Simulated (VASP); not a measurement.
# TmPd: Pd into a neighbouring Pd vacancy, part 3 of 4

Wanted: the minimum-energy path in TmPd for this move: Pd into a neighbouring Pd vacancy. The start is a cell from a database of measured crystal structures.

VASP 6.6.1; PBEsol, 4f electrons in the core; plane waves and PAW (Tm_3, Pd).

Still holding for the runs below: The data set Tm_3 holds the 4f electrons frozen in the core, so no f bands or f moments appear.

So far. Step 2 (Relax the host): The run ended after 3 ionic steps, 0.015 eV below its first step, once forces and stress met EDIFFG = -0.02. Step 3 (Relax the start): The run ended after 6 ionic steps, 0.045 eV below its first step, once the forces on the free atoms met EDIFFG = -0.05.

**4. Relax the end**

The end state is relaxed in the same way, so that both ends share their errors.

INCAR

```
SYSTEM = Tm8Pd7
PREC = Normal
ENCUT = 280
EDIFF = 1E-05
NELM = 120
ISMEAR = 1
SIGMA = 0.15
LREAL = Auto
ALGO = Fast
GGA = PS
NBANDS = 88
LORBIT = 11
LWAVE = .FALSE.
LCHARG = .FALSE.
KPAR = 3
IBRION = 2
NSW = 60
ISIF = 2
EDIFFG = -0.05
POTIM = 0.4
MAXMIX = 40
ISYM = 0
```

POSCAR

```
Tm8Pd7
1.0
    6.7969803540      0.0000000000      0.0000000000
    0.0000000000      6.7969803540      0.0000000000
    0.0000000000      0.0000000000      6.7969803540
Tm Pd
8 7
Direct
    0.2502809572      0.2501047119      0.2485102453
    0.2517470937      0.2526222437      0.7509440907
    0.2475923714      0.7521528745      0.2485245212
    0.2525869153      0.7468462836      0.7526908043
    0.7499409636      0.2463255775      0.2490763561
    0.7501591950      0.2508026839      0.7471099280
    0.7467415735      0.7505872741      0.2486265971
    0.7506929713      0.7522348734      0.7451484710
    0.0007485327      0.0036035030     -0.0008754677
   -0.0023858082      0.5022134648      0.0007457621
    0.0026361208      0.4989842086      0.4956397747
    0.4996762952     -0.0013118418      0.0022813773
    0.5005697614     -0.0047987463      0.4964832528
    0.5026005343      0.5020001971     -0.0018839053
    0.4999969139      0.5013110927      0.5013782719
```

KPOINTS

```
Automatic mesh
0
Monkhorst-Pack
3 3 3
0 0 0
```

The projector-augmented-wave data sets are Tm_3 and Pd (PBE family, release 64).

Command:

```
> mpirun -np 3 vasp_std
```

Output:

```text
[... set-up lines as in an earlier step ...]
 entering main loop
       N       E                     dE             d eps       ncg     rms          rms(c)
DAV:   1     0.108198102469E+04    0.10820E+04   -0.40061E+04  2472   0.104E+03
DAV:   2     0.489786989244E+02   -0.10330E+04   -0.99487E+03  2688   0.499E+02
DAV:   3    -0.854095829629E+02   -0.13439E+03   -0.11927E+03  4192   0.115E+02
DAV:   4    -0.965946106128E+02   -0.11185E+02   -0.10723E+02  4000   0.360E+01
DAV:   5    -0.968906378216E+02   -0.29603E+00   -0.29032E+00  4016   0.642E+00    0.747E+01
RMM:   6    -0.945581549840E+02    0.23325E+01   -0.21870E+01  2704   0.139E+01    0.370E+01
RMM:   7    -0.940487018998E+02    0.50945E+00   -0.51904E+00  2865   0.954E+00    0.174E+01
RMM:   8    -0.936813279033E+02    0.36737E+00   -0.12318E+00  3237   0.423E+00    0.173E+00
RMM:   9    -0.936775398986E+02    0.37880E-02   -0.50472E-01  3191   0.208E+00    0.114E+00
RMM:  10    -0.936665522806E+02    0.10988E-01   -0.78701E-02  2808   0.914E-01    0.640E-01
RMM:  11    -0.936648034891E+02    0.17488E-02   -0.27359E-02  3328   0.546E-01    0.168E-01
RMM:  12    -0.936648919937E+02   -0.88505E-04   -0.40756E-03  3340   0.182E-01    0.838E-02
RMM:  13    -0.936650470101E+02   -0.15502E-03   -0.18270E-03  3316   0.126E-01    0.518E-02
RMM:  14    -0.936650445724E+02    0.24377E-05   -0.54232E-04  2799   0.660E-02    0.280E-02
RMM:  15    -0.936650586072E+02   -0.14035E-04   -0.20119E-04  2407   0.411E-02    0.877E-03
RMM:  16    -0.936650660574E+02   -0.74502E-05   -0.77296E-05  1917   0.225E-02
   1 F= -.93665066E+02 E0= -.93666025E+02  d E =-.936651E+02
 curvature:   0.00 expect dE= 0.000E+00 dE for cont linesearch  0.000E+00
 trial: gam= 0.00000 g(F)=  0.293E-01 g(S)=  0.000E+00 ort = 0.000E+00 (trialstep = 0.100E+01)
 search vector abs. value=  0.293E-01
 bond charge predicted
       N       E                     dE             d eps       ncg     rms          rms(c)
DAV:   1    -0.936738200537E+02   -0.87614E-02   -0.24607E+00  3888   0.726E+00    0.423E-01
RMM:   2    -0.936842084585E+02   -0.10388E-01   -0.11113E-01  3400   0.121E+00    0.160E-01
RMM:   3    -0.936880104242E+02   -0.38020E-02   -0.31596E-02  3392   0.553E-01    0.823E-02
RMM:   4    -0.936884997954E+02   -0.48937E-03   -0.45134E-03  3353   0.248E-01    0.701E-02
RMM:   5    -0.936884472119E+02    0.52583E-04   -0.43639E-04  2863   0.123E-01    0.398E-02
RMM:   6    -0.936884578313E+02   -0.10619E-04   -0.28575E-04  2846   0.872E-02    0.176E-02
RMM:   7    -0.936884589612E+02   -0.11299E-05   -0.93697E-05  2417   0.461E-02
   2 F= -.93688459E+02 E0= -.93688150E+02  d E =-.233929E-01
[...]
3 F= -.93701570E+02 E0= -.93699029E+02  d E =-.365038E-01
[...]
4 F= -.93703180E+02 E0= -.93700676E+02  d E =-.160963E-02
 trial-energy change:   -0.001610  1 .order   -0.001542   -0.001772   -0.001312
 step:   2.6235(harm=  4.9933)  dis= 0.00718  next Energy=   -93.703923 (dE=-0.235E-02)
 bond charge predicted
       N       E                     dE             d eps       ncg     rms          rms(c)
DAV:   1    -0.937018001890E+02    0.13884E-02   -0.37955E-01  3232   0.217E+00    0.111E-01
RMM:   2    -0.937037954344E+02   -0.19952E-02   -0.19491E-02  3287   0.616E-01    0.499E-02
RMM:   3    -0.937041758170E+02   -0.38038E-03   -0.36537E-03  3009   0.207E-01    0.310E-02
RMM:   4    -0.937042501889E+02   -0.74372E-04   -0.78687E-04  3391   0.110E-01    0.287E-02
RMM:   5    -0.937042546581E+02   -0.44692E-05   -0.10517E-04  2231   0.411E-02    0.274E-02
RMM:   6    -0.937042482460E+02    0.64122E-05   -0.23601E-05  1541   0.315E-02
   5 F= -.93704248E+02 E0= -.93701809E+02  d E =-.267837E-02
 curvature:  -1.54 expect dE=-0.626E-03 dE for cont linesearch -0.265E-03
 trial: gam=-0.05902 g(F)=  0.407E-03 g(S)=  0.000E+00 ort = 0.496E-03 (trialstep = 0.156E+01)
 search vector abs. value=  0.353E-03
 reached required accuracy - stopping structural energy minimisation
```

The job ended after 64 s (3 MPI ranks of Intel Xeon 6975P-C (Granite Rapids), shared host; peak memory 0.72 GiB; 3.2 min of CPU time).

Parts of OUTCAR (step 4):

```text
 Found     14 irreducible k-points:

   NELECT =     142.0000    total number of electrons

 E-fermi :   5.9164

 k-point     1 :       0.0000    0.0000    0.0000
  band No.  band energies     occupation
    ...
     68       4.5820      2.00000
     69       4.9392      2.00000
     70       4.9421      2.00000
     71       4.9695      2.00000
     72       5.8803      1.39455
     73       6.0809     -0.06490
     74       6.0820     -0.06565
     75       6.0827     -0.06603
     76       6.9479     -0.00000
     77       6.9482     -0.00000
    ...

 k-point     2 :       0.3333    0.0000    0.0000
  band No.  band energies     occupation
    ...
     69       5.0205      2.00000
     70       5.0231      2.00000
     71       5.3713      2.00000
     72       5.5685      2.00499
     73       5.5713      2.00537
     74       6.3406     -0.00047
     75       6.3422     -0.00045
     76       6.4034     -0.00004
     77       6.4185     -0.00002
     78       6.6787     -0.00000
    ...

  Total       -0.9885599     -0.9954733     -0.9980992      0.0168423      0.0188162      0.0633005
  in kB       -5.0438893     -5.0791632     -5.0925613      0.0859335      0.0960054      0.3229756
  external PRESSURE =      -5.0718713 kB  Pullay stress =       0.0000000 kB

 POSITION                                       TOTAL-FORCE (eV/Angst)
 -----------------------------------------------------------------------------------
      1.69390      1.69452      1.70536        -0.005778      0.008604     -0.017137
      1.69421      1.68607      5.08205        -0.018689      0.015366     -0.006764
      1.67471      5.11629      1.71090         0.020559     -0.013595     -0.015438
      1.69511      5.10798      5.08934        -0.006851     -0.012928     -0.006446
      5.11015      1.67941      1.70514         0.011844      0.022364     -0.000161
      5.11243      1.69300      5.07374        -0.003215      0.006375      0.020456
      5.09981      5.10349      1.69555         0.018005      0.000387      0.007849
      5.12282      5.12043      5.06758        -0.013588     -0.021355      0.017571
      0.00176      0.01319      6.78766         0.000580     -0.022514      0.003960
      6.78163      3.40333      6.79629         0.026920     -0.023491     -0.015492
      0.00833      3.39464      3.38171        -0.015612      0.011338      0.030013
      3.39764      6.79242      0.00132         0.005140      0.006088     -0.021610
      3.39825      6.78409      3.38615        -0.000767      0.034544      0.016164
      3.41566      3.40611      6.78613        -0.020626     -0.010605     -0.002160
      3.39681      3.40587      3.39938         0.002078     -0.000579     -0.010805
 -----------------------------------------------------------------------------------
    total drift:                                0.004713     -0.001488     -0.005989

  FREE ENERGIE OF THE ION-ELECTRON SYSTEM (eV)
  ---------------------------------------------------
  free  energy   TOTEN  =       -93.7042482460 eV

  energy  without entropy=      -93.6969291214  energy(sigma->0) =      -93.70180854

 total charge
# of ion       s       p       d       tot
------------------------------------------
    1        0.547   6.839   1.125   8.511
    2        0.546   6.835   1.122   8.503
    3        0.547   6.839   1.126   8.511
    4        0.547   6.839   1.127   8.513
    5        0.547   6.839   1.127   8.513
    6        0.547   6.837   1.125   8.509
    7        0.549   6.845   1.134   8.527
    8        0.547   6.837   1.126   8.510
    9        0.635   0.438   8.459   9.532
   10        0.603   0.392   8.501   9.496
   11        0.635   0.438   8.459   9.531
   12        0.604   0.393   8.501   9.498
   13        0.636   0.439   8.459   9.533
   14        0.595   0.391   8.494   9.481
   15        0.603   0.393   8.501   9.497
--------------------------------------------------
tot          8.686  57.593  68.386 134.666

[... 6 parts as in an earlier step ...]

[... 6 further parts left out ...]
```

CONTCAR:

```
Tm8Pd7
   1.00000000000000
     6.7969803539999996    0.0000000000000000    0.0000000000000000
     0.0000000000000000    6.7969803539999996    0.0000000000000000
     0.0000000000000000    0.0000000000000000    6.7969803539999996
  Tm              Pd
     8     7
Direct
     0.2492139775525016    0.2493041733028462    0.2508995330023444
     0.2492595504159034    0.2480623292965289    0.7476926650357884
     0.2463906147800619    0.7527295462498400    0.2517141241606573
     0.2493921963942626    0.7515072360650215    0.7487649328736559
     0.7518271117694156    0.2470819498428008    0.2508669084733581
     0.7521626192900773    0.2490815841343578    0.7464699683281575
     0.7503053509585882    0.7508464335099055    0.2494567847565919
     0.7536911213246306    0.7533396073132245    0.7455636339733227
     0.0002586007043277    0.0019406827931688    0.9986285120312833
     0.9977416399502730    0.5007118161094108    0.9998986165311931
     0.0012253863588503    0.4994335058122601    0.4975309399648169
     0.4998745734771782    0.9993297583843525    0.0001941979076265
     0.4999639600561470    0.9981042239184925    0.4981849431993657
     0.5025254910682473    0.5011203918271144    0.9984034452692812
     0.4997521969995267    0.5010851621406792    0.5001308739925630
```

Relaxation path:

```tsv
step	energy less that of the first step (eV)	largest force (eV/Å)
1	0.0000	0.4485
2	-0.0234	0.2725
3	-0.0365	0.0737
4	-0.0381	0.0673
5	-0.0392	0.0389
```

The atoms that moved most (Å):

```tsv
atom	dx	dy	dz	length
Tm4	-0.022	0.032	-0.027	0.047
Tm2	-0.017	-0.031	-0.022	0.042
Tm7	0.024	0.002	0.006	0.025
Tm3	-0.008	0.004	0.022	0.023
Pd13	-0.004	0.020	0.012	0.023
Tm8	0.020	0.008	0.003	0.022
Tm1	-0.007	-0.005	0.016	0.019
Tm6	0.014	-0.012	-0.004	0.018
```

Final coordinates:

```xyz
15
Lattice="6.7970 0.0000 0.0000 0.0000 6.7970 0.0000 0.0000 0.0000 6.7970" Properties=species:S:1:pos:R:3 pbc="T T T"
Tm    1.6939    1.6945    1.7054
Tm    1.6942    1.6861    5.0821
Tm    1.6747    5.1163    1.7109
Tm    1.6951    5.1080    5.0893
Tm    5.1102    1.6794    1.7051
Tm    5.1124    1.6930    5.0737
Tm    5.0998    5.1035    1.6956
Tm    5.1228    5.1204    5.0676
Pd    0.0018    0.0132   -0.0093
Pd   -0.0154    3.4033   -0.0007
Pd    0.0083    3.3946    3.3817
Pd    3.3976   -0.0046    0.0013
Pd    3.3982   -0.0129    3.3862
Pd    3.4157    3.4061   -0.0109
Pd    3.3968    3.4059    3.3994
```

This step gave:

```
electronic cycles       : 43
free energy (TOTEN)     : -93.7042 eV
energy at zero smearing : -93.7018 eV
Fermi energy            : 5.916 eV
```

The run ended after 5 ionic steps, 0.039 eV below its first step, once the forces on the free atoms met EDIFFG = -0.05.

(Continued in part 4 of 4.)

[Lines on the potential files, build, host, timing and source positions are cut from VASP's logs without a mark.]

[Logs are printed without paths, hosts, clocks, repeated set-up lines and the standing remarks that a program may print on its own settings, such as how far it seeks lower states.]

[Hosts, paths, dates, database ids (printed as entryN), source tags and the programs' standing remarks are cut or masked in the printed files.]

[Runs that stopped without an error message from VASP are left out.]
